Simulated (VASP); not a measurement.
# What goes wrong when KF (Carobbiite) is relaxed with a bad input, part 2 of 2

Some relaxations of KF (Carobbiite) get a fault in the input on purpose. Which of them show, and how? The starting structure is a measured crystal structure from the Crystallography Open Database. The first relaxation on each setting starts from this cell expanded by 3 % in volume.

VASP 6.6.1.

Results so far: reference 18.73 Å³ an atom; an ionic step far too long 18.73 Å³ an atom.

## (5) Relaxation with a loose electronic threshold (continued)

Level of this step: PBEsol; plane waves and PAW (K_sv, F) (VASP).

OUTCAR, selected parts (step 5):

```text
  Total        0.0637591      0.0637591      0.0637591      0.0000000      0.0000000     -0.0000000
  in kB        2.7185588      2.7185588      2.7185588      0.0000000      0.0000000     -0.0000000
  external PRESSURE =       2.7185588 kB  Pullay stress =       0.0000000 kB

 POSITION                                       TOTAL-FORCE (eV/Angst)
 -----------------------------------------------------------------------------------
      0.00000      0.00000      0.00000         0.000000      0.000000     -0.000000
      2.65845      2.65845      2.65845        -0.000000     -0.000000      0.000000
 -----------------------------------------------------------------------------------
    total drift:                                0.000000      0.000000      0.000000

  FREE ENERGIE OF THE ION-ELECTRON SYSTEM (eV)
  ---------------------------------------------------
  free  energy   TOTEN  =        -8.5222453752 eV

  energy  without entropy=       -8.5222453752  energy(sigma->0) =       -8.52224538

[... 1 part as in an earlier step ...]

[... 2 further parts left out ...]
[key lines of the parts left out:]
E-fermi :  -2.6773
```

Logs of long relaxations may skip ionic steps without a mark.

The relaxation used up its 30 ionic steps (NSW) before forces and stress met EDIFFG.

## (6) Relaxation with a k mesh far too coarse

A slip made on purpose: a k mesh far too coarse. Against step 2 the input has a 2×2×2 mesh (also changed: NELM, NCORE and KPAR).

Input file INCAR:

```
SYSTEM = KF
PREC = Accurate
ENCUT = 520
EDIFF = 1E-06
NELM = 60
ISMEAR = 0
SIGMA = 0.03
LREAL = .FALSE.
ALGO = Normal
GGA = PS
NBANDS = 14
LORBIT = 11
LWAVE = .FALSE.
LCHARG = .FALSE.
NCORE = 4
IBRION = 2
NSW = 50
ISIF = 3
EDIFFG = -0.006
```

Input file POSCAR:

```
KF
1.0
    0.0000000000      2.6983056809      2.6983056809
    2.6983056809      0.0000000000      2.6983056809
    2.6983056809      2.6983056809      0.0000000000
K F
1 1
Direct
    0.0000000000      0.0000000000      0.0000000000
    0.5000000000      0.5000000000      0.5000000000
```

Input file KPOINTS:

```
Automatic mesh
0
Gamma
2 2 2
0 0 0
```

Potentials, in the order of the species: K_sv and F (PBE family, release 64).

Run with:

```sh
$ mpirun -np 4 vasp_std
```

Log:

```text
[banner, memory and clock lines left out]
running    4 mpi-ranks, on    1 nodes
[...]
[... a notice as in an earlier step ...]

 LDA part: xc-table for (Slater+PW92), standard interpolation
 POSCAR, INCAR and KPOINTS ok, starting setup
[...]
entering main loop
       N       E                     dE             d eps       ncg     rms          rms(c)
DAV:   1     0.113907470397E+03    0.11391E+03   -0.82909E+03    84   0.111E+03
DAV:   2    -0.483211248346E+01   -0.11874E+03   -0.11105E+03   108   0.306E+02
DAV:   3    -0.948124482483E+01   -0.46491E+01   -0.46310E+01   114   0.522E+01
DAV:   4    -0.963604383772E+01   -0.15480E+00   -0.15480E+00   108   0.899E+00
[...]
DAV:  11    -0.849076667178E+01   -0.26714E-03   -0.26094E-04    84   0.119E-01    0.183E-02
DAV:  12    -0.849076962819E+01   -0.29564E-05   -0.83524E-06   124   0.269E-02    0.519E-03
DAV:  13    -0.849077007114E+01   -0.44295E-06   -0.20790E-06    76   0.114E-02
   1 F= -.84907701E+01 E0= -.84907701E+01  d E =-.849077E+01
[... from here on, the cycles between the ionic steps are left out ...]
   2 F= -.84967201E+01 E0= -.84967201E+01  d E =-.594999E-02
   3 F= -.84983206E+01 E0= -.84983206E+01  d E =-.755053E-02
   4 F= -.84983468E+01 E0= -.84983468E+01  d E =-.757672E-02
[...]
reached required accuracy - stopping structural energy minimisation
```

The job ended after 3 s (4 MPI ranks of Intel Xeon 6975P-C (Granite Rapids), shared host; peak memory 0.43 GiB; 8.5 s of CPU time).

OUTCAR, selected parts (step 6):

```text
  Total        0.0000507      0.0000507      0.0000507      0.0000000      0.0000000     -0.0000000
  in kB        0.0021622      0.0021622      0.0021622      0.0000000      0.0000000     -0.0000000
  external PRESSURE =       0.0021622 kB  Pullay stress =       0.0000000 kB

 POSITION                                       TOTAL-FORCE (eV/Angst)
 -----------------------------------------------------------------------------------
      0.00000      0.00000      0.00000        -0.000000     -0.000000     -0.000000
      2.65859      2.65859      2.65859         0.000000      0.000000      0.000000
 -----------------------------------------------------------------------------------
    total drift:                                0.000000      0.000000      0.000000

  FREE ENERGIE OF THE ION-ELECTRON SYSTEM (eV)
  ---------------------------------------------------
  free  energy   TOTEN  =        -8.4983467942 eV

  energy  without entropy=       -8.4983467942  energy(sigma->0) =       -8.49834679

[... 1 part as in an earlier step ...]

[... 3 further parts left out ...]
[key lines of the parts left out:]
E-fermi :  -2.6698
```

With a k mesh far too coarse the cell ends at 18.791 Å³ an atom, +0.34 % from the reference.

## (7) Comparison

```
                                          run            ended  volume (Å³/atom)  change (%)  pressure left (GPa)  core minutes
                                    reference        converged            18.728           -                -0.04          1.04
a functional's name that the tag doesn't take  stopped by VASP                 -           -                    -         0.253
                   an ionic step far too long        converged            18.734        0.03                -0.01           1.0
                 a loose electronic threshold    not converged                 -           -                    -          2.53
                      a k mesh far too coarse        converged            18.791        0.34                  0.0           0.2
```

Core minutes are wall time times ranks, summed over the relaxations behind a row (those for a bulk modulus apart), on shared hosts.

## (8) What came out

```
volume of the reference                                  : 18.73 Å³/atom
volume against the reference, an ionic step far too long : +0.03 %
volume against the reference, a k mesh far too coarse    : +0.34 %
run with a functional's name that the tag doesn't take   : stopped by VASP
run with a loose electronic threshold                    : not converged
```

VASP stopped by itself in the run with a functional's name that the tag doesn't take. The run with a loose electronic threshold didn't converge. Finished, and of the signs looked for here (warnings, stress, forces, entropy, moments, translations away from zero, imaginary modes) none stands out against the reference by the marks set here, though the cell is off: a k mesh far too coarse, with the volume changed by +0.3 %. Little came of an ionic step far too long in this material. The reference was restarted once and the runs with a slip weren't, so their cells may not have settled fully. Further runs on this material are not shown.

[Lines on the potential files, build, host, timing and source positions are cut from VASP's logs without a mark.]

[Logs are printed without paths, hosts, clocks, repeated set-up lines and the standing remarks that a program may print on its own settings, such as how far it seeks lower states.]

[Hosts, paths, dates, database ids (printed as entryN), source tags and the programs' standing remarks are cut or masked in the printed files.]
